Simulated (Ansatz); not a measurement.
**ZrO2: LAPW beside PAW**

Does the method matter for ZrO2? The same cell, functional and mesh are run with LAPW, all electrons, PAW with frozen cores and all-electron PAW on datasets made for the crystal.

Program: Ansatz 0.2.0. Level of theory: DFT PBE, scalar-relativistic. These are calculated values, not measurements.

### 1 Starting point

The structure is tetragonal, space group P4_2/nmc (No. 137). The conventional cell has a = 3.596 Å, b = 3.596 Å, c = 5.177 Å, α = 90.00°, β = 90.00°, γ = 90.00°. Around Zr (site symmetry -4m2) lie 8 O at 2.08 to 2.37 Å. Around O (site symmetry 2mm) lie 4 Zr at 2.08 to 2.37 Å.

Coordinates:

```cif
data_structure
_symmetry_space_group_name_H-M 'P 1'
_symmetry_Int_Tables_number 1
_cell_length_a 3.5961
_cell_length_b 3.5961
_cell_length_c 5.1770
_cell_angle_alpha 90.000
_cell_angle_beta 90.000
_cell_angle_gamma 90.000
_cell_volume 66.95
loop_
_atom_site_label
_atom_site_type_symbol
_atom_site_fract_x
_atom_site_fract_y
_atom_site_fract_z
_atom_site_occupancy
Zr1 Zr 0.00000 0.00000 0.00000 1
Zr2 Zr 0.50000 0.50000 0.50000 1
O1 O 0.00000 0.50000 0.20300 1
O2 O 0.00000 0.50000 0.70300 1
O3 O 0.50000 0.00000 0.29700 1
O4 O 0.50000 0.00000 0.79700 1
```

The geometry is a database entry used as it stands. It may stem from high pressure or temperature, or be incomplete, so it serves as a test cell.

Atoms are numbered in the order of the input: Zr1, Zr2, O3, O4, O5, O6.

### 2 LAPW, all electrons

Contents of input.yaml:

```yaml
crystal:
  lattice:
    - [3.5961, 0.0, 0.0]
    - [0.0, 3.5961, 0.0]
    - [0.0, 0.0, 5.177]
  atoms:
    - { symbol: Zr, position: [0.0, 0.0, 0.0] }
    - { symbol: Zr, position: [0.5, 0.5, 0.5] }
    - { symbol: O, position: [0.0, 0.5, 0.203] }
    - { symbol: O, position: [0.0, 0.5, 0.703] }
    - { symbol: O, position: [0.5, 0.0, 0.297] }
    - { symbol: O, position: [0.5, 0.0, 0.797] }
kpoints:
  mp_grid: { grid: [7, 7, 5] }
  band_path:
    path:
      - [0.0, 0.0, 0.0]
      - [0.0, 0.5, 0.0]
      - [0.5, 0.5, 0.0]
      - [0.0, 0.0, 0.0]
      - [0.0, 0.0, 0.5]
      - [0.0, 0.5, 0.5]
      - [0.5, 0.5, 0.5]
      - [0.0, 0.0, 0.5]
      - [0.0, 0.5, 0.0]
    npoints: 8
scf:
  occupations: { method: fermi_dirac, width: 0.01 }
hamiltonian:
  xc: pbe
  pseudopotentials: { kind: all_electron, lapw: { basis_error: 0.001 } }
output:
  forces: true
  stress: true
  eigenvalues: true
  fatbands: true
  populations: true
  dos: { projected: true, de: 0.2, e_range: [-14, 8] }
```

The log of the run, cut to the lines that bear on the results:

```text
Zr: projections on atomic orbitals take those of the free atom 1s2 2s2 2p6 3s2 3p6 3d10 4s2 4p6 4d2 5s2, of charge +0.00 (hamiltonian.pseudopotentials.projection_atoms)
O: projections on atomic orbitals take those of the free atom 1s2 2s2 2p4, of charge +0.00 (hamiltonian.pseudopotentials.projection_atoms)
LAPW: plane waves up to 9.590 Å⁻¹, error target 1.0e-3 eV per atom; small_component_spin mean_spin; O in spheres of 0.980 Å, 8 of its electrons in bands, Dirac shells []; Zr in spheres of 1.103 Å, 30 of its electrons in bands, Dirac shells []
[...]
Pseudopotentials: kind: all_electron
Pseudopotential: Zr, LAPW, valence charge 30, Koelling and Harmon's equation, gaussian nucleus
Pseudopotential: O, LAPW, valence charge 8, Koelling and Harmon's equation, gaussian nucleus
Functional definition: PBE
[...]
Crystal: 6 atoms, lattice volume = 66.949 Å³
Basis set: ecut = 350.3903975013923 eV, 1007 PW (Γ), exchange–correlation at level 2
Bands: 56, of which v1, the nominal top of the filled ones, is band 46 counted from 1 (45 counted from 0)
Symmetry: 16 space group operations
Space group: P42/nmc (ITA 137), of the structure as read, at distance tolerance 4.1e-5 Å
k-points: 30 of 245
[...]
SCF iter   1: F=—  HF=-204066.459512 eV  |F-HF|=—  |Δ(HF+E_count)|=         —  Δρ=1.38e-1  dr2=1.49e1  ethr=1.63e-2  ⟨swp⟩=2.0  Hψ=10570  notcnv=0
[...]
the basis was enlarged: its passes take 366.5 KiB over the memory plan, 2 of 2 planned eigensolver slots
[...]
SCF iter  10: F=-204058.140993 eV  HF=-204058.140993 eV  |F-HF|=3.03e-9  |Δ(HF+E_count)|=   2.45e-8  Δρ=1.26e-6  dr2=6.91e-10  ethr=2.50e-10  ⟨swp⟩=3.0  Hψ=5024  notcnv=0
[...]
NSCF: frozen V_eff on 65 k-points
SCF converged after 10 iterations
Free energy (F): -204058.140993 eV
[...]
E sigma→0 (E₀):  -204058.140993 eV
Fermi energy:    14.602056 eV
[...]
--- Forces (eV/Å), atoms counted from 1 ---
  atom   1  Zr     0.00000000     0.00000000     0.00000000
  atom   2  Zr     0.00000000     0.00000000     0.00000000
  atom   3  O      0.00000000     0.00000000    -0.04383730
  atom   4  O     -0.00000000     0.00000000    -0.04383730
  atom   5  O      0.00000000     0.00000000     0.04383730
  atom   6  O     -0.00000000     0.00000000     0.04383730
[...]
--- Stress (GPa, compression-positive) ---
        4.921959       0.000000       0.000000
        0.000000       4.921959       0.000000
        0.000000       0.000000       5.880519
  P = ⅓ Tr σ = 5.2415 GPa (52.415 kbar)
--- Band table (eV; the first three rows and the last of 30) ---
[...]
--- Löwdin populations: 6 sites ---
  site symbol       q [e]
     0     Zr     38.5332
     1     Zr     38.5332
     2      O      8.6881
     3      O      8.6881
     4      O      8.6881
     5      O      8.6881
  spilling = 0.001618 (of n_electrons = 112.000000)
```

Run time: 38 s. Hardware: 2 threads, shared host.

In short: pressure 5.24 GPa; gap 4.02 eV, indirect from M–Γ to Γ; largest force 0.044 eV/Å.

Levels at the path's labelled points, in eV from the valence-band top:

| point | band 43 | band 44 | band 45 | band 46 | band 47 | band 48 | band 49 |
| --- | --- | --- | --- | --- | --- | --- | --- |
| Γ | -0.54 | -0.11 | -0.11 | -0.11 | 4.02 | 4.54 | 5.13 |
| X | -1.44 | -1.44 | -0.11 | -0.11 | 4.44 | 4.44 | 5.38 |
| M | -0.85 | -0.85 | -0.29 | -0.29 | 5.13 | 5.13 | 5.34 |
| Γ | -0.54 | -0.11 | -0.11 | -0.11 | 4.02 | 4.54 | 5.13 |
| Z | -0.50 | -0.50 | -0.03 | -0.03 | 4.59 | 4.59 | 5.16 |
| R | -1.28 | -1.28 | -0.90 | -0.90 | 4.56 | 4.56 | 4.82 |
| A | -1.38 | -1.38 | -0.03 | -0.03 | 5.18 | 5.18 | 5.58 |
| Z | -0.50 | -0.50 | -0.03 | -0.03 | 4.59 | 4.59 | 5.16 |
| X | -1.44 | -1.44 | -0.11 | -0.11 | 4.44 | 4.44 | 5.38 |

### 3 PAW with frozen cores

Changes to input.yaml since step 2:

```diff
@@ -30,3 +30,3 @@
   xc: pbe
-  pseudopotentials: { kind: all_electron, lapw: { basis_error: 0.001 } }
+  pseudopotentials: { kind: paw }
 output:
@@ -35,4 +35,5 @@
   eigenvalues: true
-  fatbands: true
+  efg: { contact_densities: true }
   populations: true
+  bader: true
   dos: { projected: true, de: 0.2, e_range: [-14, 8] }
```

The log of the run:

```text
Zr: output.efg is read without spin–orbit coupling, which moves field gradients at and beside such atoms by some per cent and up to a factor of two; PAW files take it under magnetization.noncollinear and magnetization.spin_orbit
Engine: ansatz 0.2.0
Pseudopotentials: kind: paw
Pseudopotential: Zr, paw, valence charge 12, recommended cutoff 420 eV (normal)
Pseudopotential: O, paw, valence charge 6, recommended cutoff 420 eV (normal)
Functional definition: PBE
  parameter kappa = 0.804
  parameter beta = 0.06672455060314922
  exchange = pbe_x(kappa = kappa, mu = beta*pi^2/3)
  correlation = pbe_c(beta = beta)
Crystal: 6 atoms, lattice volume = 66.949 Å³
Basis set: ecut = 420 eV, 1297 PW (Γ), exchange–correlation on 50×50×72 points (8 copies of the dense FFT grid, shifted against one another)
Bands: 30, of which v1, the nominal top of the filled ones, is band 24 counted from 1 (23 counted from 0)
Symmetry: 16 space group operations
Space group: P42/nmc (ITA 137), of the structure as read, at distance tolerance 4.1e-5 Å
k-points: 30 of 245
Non-local potential: Zr, projectors of the file, l = 0: 3, l = 1: 2, l = 2: 2, l = 3: 2
Non-local potential: O, projectors of the file, l = 0: 2, l = 1: 2, l = 2: 1
PAW form: soft (Blöchl's): semilocal exchange-correlation on the pseudo side does not see the compensation charge
PAW one-centre angular grid: Zr, 590 points (default); XC on 64 Gauss nodes
PAW one-centre angular grid: O, 110 points (default); XC on 64 Gauss nodes
Initial density: superposition of atomic densities (neutral atoms: chi_scale 0, normalization atom), corrected by the library's trained network
Initial wavefunctions: pseudopotential atomic-orbital guess
Functional: x = pbe(κ = 0.804, μ = 0.2195149727645171), c = pbe(β = 0.06672455060314922)
SCF iter   1: F=—  HF=-10647.804173 eV  |F-HF|=—  |Δ(HF+E_count)|=         —  Δρ=3.23e-3  dr2=1.55e-3  ethr=1.77e-3  ⟨swp⟩=5.8  Hψ=3757  notcnv=0
preconditioner: auto → Resta (q_TF=auto, 2.581 Å⁻¹)  ε∞=4.2  [insulator: Δε(μ)=4.023 eV  Ē_g=16.762 eV  σ=0.010 eV  W_gap=1.00  n_scr=20 (ndim 8)  ℏωp=30.1 eV  f_vac=0.019  D(μ)=0.00/eV (n_scr^D=0)  ε∞_Penn≈4.2]
SCF iter   2: F=—  HF=-10647.804000 eV  |F-HF|=—  |Δ(HF+E_count)|=   1.73e-4  Δρ=1.65e-3  dr2=4.17e-4  ethr=3.22e-6  ⟨swp⟩=2.0  Hψ=1980  notcnv=0  defer=60
SCF iter   3: F=—  HF=-10647.804236 eV  |F-HF|=—  |Δ(HF+E_count)|=   2.36e-4  Δρ=3.11e-4  dr2=4.02e-5  ethr=8.68e-7  ⟨swp⟩=2.0  Hψ=1440  notcnv=0  defer=60
SCF iter   4: F=—  HF=-10647.804266 eV  |F-HF|=—  |Δ(HF+E_count)|=   2.95e-5  Δρ=7.97e-5  dr2=2.20e-6  ethr=8.37e-8  ⟨swp⟩=2.0  Hψ=1320  notcnv=0  defer=60
iter 5 did not close the SCF: its close was put off for the readings that it lacked (scf_convergence_deferred on its scf_iter line)
SCF iter   5: F=-10647.804268 eV  HF=-10647.804268 eV  |F-HF|=7.34e-8  |Δ(HF+E_count)|=   1.90e-6  Δρ=1.65e-5  dr2=8.10e-8  ethr=4.58e-9  ⟨swp⟩=2.6  Hψ=1491  notcnv=0  defer=60
SCF iter   6: F=-10647.804268 eV  HF=-10647.804268 eV  |F-HF|=1.03e-8  |Δ(HF+E_count)|=   7.78e-8  Δρ=5.52e-6  dr2=1.07e-8  ethr=1.69e-10  ⟨swp⟩=5.5  Hψ=3492  notcnv=0
SCF 1 converged in 6 iterations: F = -10647.804268 eV  dr2 = 1.07e-8
NSCF: frozen V_eff on 65 k-points
SCF converged after 6 iterations
Free energy (F): -10647.804268 eV
Harris-Foulkes:  -10647.804268 eV  (|F-HF|=1.03e-8)
Internal energy: -10647.804268 eV  (E = F + TS)
E sigma→0 (E₀):  -10647.804268 eV
Fermi energy:    13.336022 eV
--- Per-component energies (eV) ---
  E_band       = -136.133415
  E_kinetic    = 1376.648457
  E_local      = -2327.262199  (includes V_loc(G=0)·N_el)
  E_nonlocal   = 342.948451
  E_hartree    = 768.889765
  E_xc         = -624.170069
  E_vxc        = -765.989172  (∫ρ·V_xc dr)
  E_paw        = -6537.998326  (= ΣΔE_a)
  E_vpaw       = -300.270150  (= ΣTr[D̂ρ^β])
  E_aug_tail   = 0.010059  (compensation charges beyond the density's cutoff)
  E_ewald      = -3646.870405
  E_smearing   = -0.000000  (= −TS)
  E_closure    = -0.000000  (closes the sum)
  Σ components = -10647.804268   (vs F -10647.804268, Δ=0.00e0)
--- Forces (eV/Å), atoms counted from 1 ---
  atom   1  Zr     0.00000000     0.00000000    -0.00000000
  atom   2  Zr     0.00000000     0.00000000     0.00000000
  atom   3  O      0.00000000     0.00000000    -0.04082280
  atom   4  O      0.00000000     0.00000000    -0.04082280
  atom   5  O      0.00000000     0.00000000     0.04082280
  atom   6  O      0.00000000     0.00000000     0.04082280
  max |Σ_I F_I| component: 6.94e-18 eV/Å
--- Stress (GPa, compression-positive) ---
        4.961970       0.000000       0.000000
        0.000000       4.961970       0.000000
        0.000000       0.000000       5.904201
  P = ⅓ Tr σ = 5.2760 GPa (52.760 kbar)
--- PAW observables at the nuclei: V_zz in 10²¹ V/m², potentials from the cell's mean, atoms counted from 1 ---
  atom   1  Zr V_zz =    +4.810460   η = 0.0000   by run symmetry: allowed
            electrostatic potential = -5926.340330 V   contact ρ = 490527.815917 e/Å³
  atom   2  Zr V_zz =    +4.810460   η = 0.0000   by run symmetry: allowed
            electrostatic potential = -5926.340330 V   contact ρ = 490527.815917 e/Å³
  atom   3  O  V_zz =    +0.887487   η = 0.1269   by run symmetry: allowed
            electrostatic potential = -628.743740 V   contact ρ = 2156.759572 e/Å³
  atom   4  O  V_zz =    +0.887487   η = 0.1269   by run symmetry: allowed
            electrostatic potential = -628.743740 V   contact ρ = 2156.759572 e/Å³
  atom   5  O  V_zz =    +0.887487   η = 0.1269   by run symmetry: allowed
            electrostatic potential = -628.743740 V   contact ρ = 2156.759572 e/Å³
  atom   6  O  V_zz =    +0.887487   η = 0.1269   by run symmetry: allowed
            electrostatic potential = -628.743740 V   contact ρ = 2156.759572 e/Å³
--- Band table (eV; the first three rows and the last of 30) ---
  k-point 0: bands = ["-36.1032", "-36.0474", "-14.6747", "-14.1250", "-14.1250", "-13.9998", "-13.9690", "-13.9690", "-6.2794", "-5.0434", "-4.3565", "-4.0507", "6.3127", "6.6427", "6.7844", "6.7844", "8.8564", "8.8564", "10.0443", "10.0443", "10.7765", "11.2026", "11.2026", "11.2038", "15.3341", "15.8583", "16.4435", "16.5867", "17.9360", "18.2803"]
  k-point 1: bands = ["-36.0979", "-36.0528", "-14.6180", "-14.1103", "-14.1103", "-14.0736", "-13.9840", "-13.9840", "-6.1060", "-4.9591", "-4.5633", "-4.1528", "6.6431", "6.8979", "6.8979", "7.0096", "8.4387", "8.4387", "10.1565", "10.3873", "10.3873", "10.6292", "11.2329", "11.2329", "15.4357", "16.0104", "16.4441", "16.4914", "18.4283", "18.8109"]
  k-point 2: bands = ["-36.0840", "-36.0667", "-14.4628", "-14.2559", "-14.0719", "-14.0719", "-14.0231", "-14.0231", "-5.6487", "-5.0658", "-4.7278", "-4.4194", "7.2275", "7.2275", "7.5588", "7.7948", "7.7948", "8.0006", "8.8527", "9.3444", "10.7659", "10.7659", "11.2818", "11.2818", "15.7165", "16.0987", "16.3408", "16.5392", "19.4178", "19.6128"]
  k-point 29: bands = ["-36.0436", "-36.0428", "-14.5495", "-14.5347", "-14.4149", "-14.3857", "-14.1314", "-14.1309", "-4.6376", "-4.6021", "-4.4690", "-4.4143", "6.8701", "6.9369", "7.6695", "7.7637", "8.9378", "9.1404", "9.4478", "9.7489", "10.2162", "10.2462", "11.1186", "11.1825", "16.4215", "16.4422", "16.7614", "16.7739", "17.8427", "18.0275"]
--- Löwdin populations: 6 sites ---
  site symbol       q [e]
     0     Zr     10.5504
     1     Zr     10.5504
     2      O      6.6750
     3      O      6.6750
     4      O      6.6750
     5      O      6.6750
  spilling = 0.004150 (of n_electrons = 48.000000)
--- Bader charges: 6 sites ---
  site symbol  charge [e]  shift [e]
     0     Zr      2.6106     0.0002
     1     Zr      2.6106     0.0002
     2      O     -1.3053     0.0001
     3      O     -1.3053     0.0001
     4      O     -1.3053     0.0001
     5      O     -1.3053     0.0001
  estimated error of the sums over rays = 6.1e-4 e
```

It took 25 s on 2 threads, shared host.

This run gives: pressure 5.28 GPa; gap 4.02 eV, indirect from M–Γ to Γ; largest force 0.041 eV/Å; Vzz Zr1 4.81 (η = 0.00), O3 0.89 (η = 0.13) (10²¹ V/m²).

| atom | Bader charge (e) | basin volume (Å³) |
| --- | --- | --- |
| Zr1 | +2.61 | 9.95 |
| O3 | -1.31 | 11.76 |

### 4 All-electron PAW on datasets made for the crystal

Changes to input.yaml since step 3:

```diff
@@ -30,3 +30,3 @@
   xc: pbe
-  pseudopotentials: { kind: paw }
+  pseudopotentials: { kind: all_electron, datasets: crystal }
 output:
@@ -36,4 +36 @@
   efg: { contact_densities: true }
-  populations: true
-  bader: true
-  dos: { projected: true, de: 0.2, e_range: [-14, 8] }
```

The log of the run, cut to the lines that bear on the results:

```text
[...]
Zr: output.efg is read without spin–orbit coupling, which moves field gradients at and beside such atoms by some per cent and up to a factor of two; PAW files take it under magnetization.noncollinear and magnetization.spin_orbit
[...]
Pseudopotentials: kind: all_electron
Pseudopotential: Zr, paw, valence charge 12, recommended cutoff 400 eV (normal), Koelling and Harmon's equation, gaussian nucleus
Pseudopotential: O, paw, valence charge 6, recommended cutoff 400 eV (normal), Koelling and Harmon's equation, gaussian nucleus
Functional definition: PBE
[...]
Crystal: 6 atoms, lattice volume = 66.949 Å³
Basis set: ecut = 400 eV, 1229 PW (Γ), exchange–correlation on 48×48×72 points (8 copies of the dense FFT grid, shifted against one another)
Bands: 30, of which v1, the nominal top of the filled ones, is band 24 counted from 1 (23 counted from 0)
Symmetry: 16 space group operations
[...]
        4.926517       0.000000       0.000000
        0.000000       4.926517       0.000000
        0.000000       0.000000       5.883829
  P = ⅓ Tr σ = 5.2456 GPa (52.456 kbar)
--- PAW observables at the nuclei: V_zz in 10²¹ V/m², potentials from the cell's mean, atoms counted from 1 ---
  atom   1  Zr V_zz =    +4.822481   η = 0.0000   by run symmetry: allowed
            electrostatic potential = -5926.404779 V   contact ρ = 490594.604627 e/Å³
  atom   2  Zr V_zz =    +4.822481   η = 0.0000   by run symmetry: allowed
            electrostatic potential = -5926.404779 V   contact ρ = 490594.604627 e/Å³
[...]
            electrostatic potential = -628.762757 V   contact ρ = 2157.284260 e/Å³
[...]
            electrostatic potential = -628.762757 V   contact ρ = 2157.284246 e/Å³
[...]
            electrostatic potential = -628.762757 V   contact ρ = 2157.284260 e/Å³
[...]
            electrostatic potential = -628.762757 V   contact ρ = 2157.284246 e/Å³
--- Band table (eV; the first three rows and the last of 30) ---
[... band rows left out ...]
[...]
```

It took 16 s on 2 threads, shared host.

Result: pressure 5.25 GPa; gap 4.02 eV, indirect from M–Γ to Γ; largest force 0.044 eV/Å; Vzz Zr1 4.82 (η = 0.00), O3 0.90 (η = 0.15) (10²¹ V/m²).

| atom | contact density (e/Å³) |
| --- | --- |
| Zr1 | 490594.6 |
| O3 | 2157.284 |

### 5 The methods compared

Highest filled and lowest empty level at the labelled points (eV from each run's valence-band top):

| point | LAPW top | LAPW bottom | PAW top | PAW bottom | crystal datasets top | crystal datasets bottom |
| --- | --- | --- | --- | --- | --- | --- |
| Γ | -0.11 | 4.02 | -0.11 | 4.02 | -0.11 | 4.02 |
| X | -0.11 | 4.44 | -0.11 | 4.44 | -0.11 | 4.44 |
| M | -0.29 | 5.13 | -0.29 | 5.13 | -0.29 | 5.13 |
| Γ | -0.11 | 4.02 | -0.11 | 4.02 | -0.11 | 4.02 |
| Z | -0.03 | 4.59 | -0.03 | 4.59 | -0.03 | 4.59 |
| R | -0.90 | 4.56 | -0.90 | 4.56 | -0.90 | 4.56 |
| A | -0.03 | 5.18 | -0.03 | 5.17 | -0.03 | 5.18 |
| Z | -0.03 | 4.59 | -0.03 | 4.59 | -0.03 | 4.59 |
| X | -0.11 | 4.44 | -0.11 | 4.44 | -0.11 | 4.44 |

```
          method  pressure (GPa)  gap (eV)  largest force (eV/Å)  Vzz Zr1 (10²¹ V/m²)  Vzz O3 (10²¹ V/m²)  SCF cycles, all passes
            LAPW            5.24      4.02                 0.044                    –                   –                      10
             PAW            5.28      4.02                 0.041                 4.81                0.89                       6
crystal datasets            5.25      4.02                 0.044                 4.82                0.90                       9
```

### 6 Results

| quantity | value |
| --- | --- |
| pressure | LAPW 5.24, PAW 5.28, crystal datasets 5.25 GPa |
| gap (LAPW) | 4.02 eV, indirect from M–Γ to Γ |
| largest force | LAPW 0.044, PAW 0.041, crystal datasets 0.044 eV/Å |
| Bader charges (PAW) | Zr1 +2.61, O3 -1.31 e |

**Reading.** The pressure of 5.2 GPa pushes the cell to expand, with the atoms held in place. A gap opens: 4.02 eV, indirect from M–Γ to Γ. It is the Kohn-Sham gap of a semilocal functional, which mostly lies below the gap found in experiment. O 2p states make 91 % of the projected weight in the top eV of the valence band. The projection holds only the free atom's occupied shells (Zr 5s, Zr 4d, O 2s, O 2p in this range). The field gradient at Zr1, the largest by crystal datasets, is 4.81 by PAW and 4.82 by crystal datasets (10²¹ V/m²), within 5 %. Spin–orbit coupling is left out, which moves gradients at and beside heavy atoms by some per cent and at worst by a factor of two. PAW lies +0.03 GPa from LAPW in pressure and less than 0.01 eV in the gap. The forces differ by at most 3 meV/Å in a component, on a largest force of 0.044 eV/Å. The price, with the outputs that each input asks for: 38 s for LAPW against 25 s for PAW, about 1.5 to one.
